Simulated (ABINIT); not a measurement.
Here is an ABINIT 10.8.3 (patched build) calculation.

File run.abi:

```
# Pseudopotentials
pp_dirpath "./"
pseudos "Ge_ONCV_PBE-1.2.upf"

# Structure
acell 3*1.0 Angstrom
rprim
    -2.5744897190     2.5744897190     1.3974126432
     2.5744897190    -2.5744897190     1.3974126432
     2.5744897190     2.5744897190    -1.3974126432
ntypat 1
znucl 32
natom 2
typat 1 1
xred
     0.5000000000     0.5000000000     0.0000000000
     0.2500000000     0.7500000000     0.5000000000

# Plane-wave basis
ecut 22.0

# k points
kptopt 1
ngkpt 3 3 3
nshiftk 1
shiftk 0.0 0.0 0.0

# Exchange and correlation
ixc 41
hyb_mixing 0.35

# Bands and occupations
nband 18
occopt 3
tsmear 0.00183747

# SCF cycle
nstep 60
toldfe 1.0e-7

# Output
iomode 3
prtwf 0
prteig 0
prtebands 0
enunit 1
prtvol 2
prtden 1
prtvha 1
prtvclmb 1
prtpot 1
prtelf 1
```

Potentials or basis: SG15 NC PBE v1.2.

The run is started by

```console
$ mpirun --bind-to none -np 4 abinit run.abi > log 2>&1
```

**Question.** Estimate the pressure.

**Answer.** -10.2 GPa.

**Question.** Estimate the band gap on the k mesh.

**Answer.** None (metal or under the smearing width).

Stress tensor (GPa, compression positive):
```
-15.62   0.00   0.00
  0.00 -15.62   0.00
  0.00   0.00   0.53
```

Caveat: the k mesh is coarse (spacing up to 0.85 Å⁻¹), so the values aren't converged, least of all with exact exchange; exact exchange is summed on a coarse mesh, which widens gaps by tenths of an eV; the potentials were made for another functional, which shifts forces and pressure.
